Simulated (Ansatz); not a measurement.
# SiO2: a shear that moves c along a

One table from this session's results is given with a row withheld; the runs are named, their logs left out.

Computed with Ansatz 0.2.0 (DFT r2SCAN, scalar-relativistic, plane waves, PAW, unless a step's input says otherwise).

**The starting structure**

The structure is tetragonal, space group I4/mmm (No. 139). Conventional cell: a = 8.944 Å, b = 8.944 Å, c = 5.224 Å, α = 90.00°, β = 90.00°, γ = 90.00°. Si (site symmetry m2m) has 4 O at 1.60 to 1.61 Å as nearest neighbours. O (site symmetry 2/m) is surrounded by 2 Si at 1.60 Å. O (site symmetry m2m) has 2 Si at 1.61 Å as nearest neighbours.

Coordinates:

```xyz
12
Lattice="-4.4720 4.4720 2.6118 4.4720 -4.4720 2.6118 4.4720 4.4720 -2.6118" Properties=species:S:1:pos:R:3 pbc="T T T"
Si    1.5821    1.5821    0.0000
Si   -2.8899    2.8899    2.6118
Si    2.8899   -2.8899    2.6118
Si    2.8899    2.8899    2.6118
O     2.2360    2.2360    1.3059
O     2.2360   -2.2360    1.3059
O    -2.2360    2.2360    1.3059
O     2.2360    2.2360   -1.3059
O     1.8653    0.0000    0.0000
O     0.0000    7.0788    0.0000
O     0.0000    1.8653    0.0000
O     7.0788    0.0000    0.0000
```

Source of the structure: the Materials Project (structure only).

Set-up of the first run:

(A quick probe on a coarse mesh, which set the mesh and smearing, is not shown.)

Input file input.yaml:

```yaml
crystal:
  lattice:
    - [-4.47204052, 4.47204052, 2.61177035]
    - [4.47204052, -4.47204052, 2.61177035]
    - [4.47204052, 4.47204052, -2.61177035]
  atoms:
    - { symbol: Si, position: [0.17688858, 0.17688858, 0.35377716] }
    - { symbol: Si, position: [0.82311142, 0.17688858, 0.0] }
    - { symbol: Si, position: [0.17688858, 0.82311142, 0.0] }
    - { symbol: Si, position: [0.82311142, 0.82311142, 0.64622284] }
    - { symbol: O, position: [0.5, 0.5, 0.5] }
    - { symbol: O, position: [0.0, 0.5, 0.0] }
    - { symbol: O, position: [0.5, 0.0, 0.0] }
    - { symbol: O, position: [0.0, 0.0, 0.5] }
    - { symbol: O, position: [0.0, 0.20854866, 0.20854866] }
    - { symbol: O, position: [0.79145134, 0.0, 0.79145134] }
    - { symbol: O, position: [0.20854866, 0.0, 0.20854866] }
    - { symbol: O, position: [0.0, 0.79145134, 0.79145134] }
basis:
  ecutwfc: 500
kpoints:
  mp_grid: { grid: [6, 6, 6] }
hamiltonian:
  xc: r2scan
scf:
  occupations: { method: gaussian, width: 0.02 }
output:
  forces: true
  stress: true
  eigenvalues: true
relax:
  adjacent_minimum: "off"
  f_tol: 0.005
  max_steps: 80
  cell: { stress_tol: 0.05 }
```

The run is started by

```console
$ ansatz run input.yaml --threads 2 --pin off --max-ram 5120MiB --backend cpu --events-out ev --progress --plain --runs-dir out
```

Steps of the session up to this table: Relaxing cell and atoms; The unstrained reference; Seeking the band edges; Strain +1.0 %; The gap over the whole zone at +1.0 %; The cell strained by +2.0 %; The gap over the whole zone at +2.0 %; The cell strained by +3.0 %; The gap over the whole zone at +3.0 %; At +4.0 %; The gap over the whole zone at +4.0 %; At +6.0 %; The gap over the whole zone at +6.0 %.

One table of the session follows, with a row left open; its other results are not shown here.

Lengths are those of the vectors of the cell that was run; stresses in GPa:

| strain (%) | ΔE (meV/atom) | c (Å) |
| --- | --- | --- |
| +0.0 | 0.0 | 6.841 |
| +1.0 | 0.0 | 6.832 |
| +2.0 | 0.1 | 6.823 |
| +3.0 | ? | ? |
| +4.0 | 1.2 | 6.808 |
| +6.0 | 3.8 | 6.795 |

Estimate the missing values for strain (%) = +3.0.

Worked estimate for «ΔE (meV/atom)». A straight line through the neighbours (2.0, 0.1) and (4.0, 1.2) gives 0.1 + (1.2 − 0.1) × (3.0 − 2.0) / (4.0 − 2.0) = 0.6; a parabola fitted to 4 rows on both sides gives 0.5.

The run gave: ΔE (meV/atom): 0.5; c (Å): 6.815. In «ΔE (meV/atom)» the line misses by +0.1 and the parabola by 0.0.

ΔE is over the unstrained cell. Stress in GPa, positive in compression, on the Cartesian axes of the input.

To keep in mind: Warnings in the runs' records: stress scf threshold loose, xc potential rough in thin density.
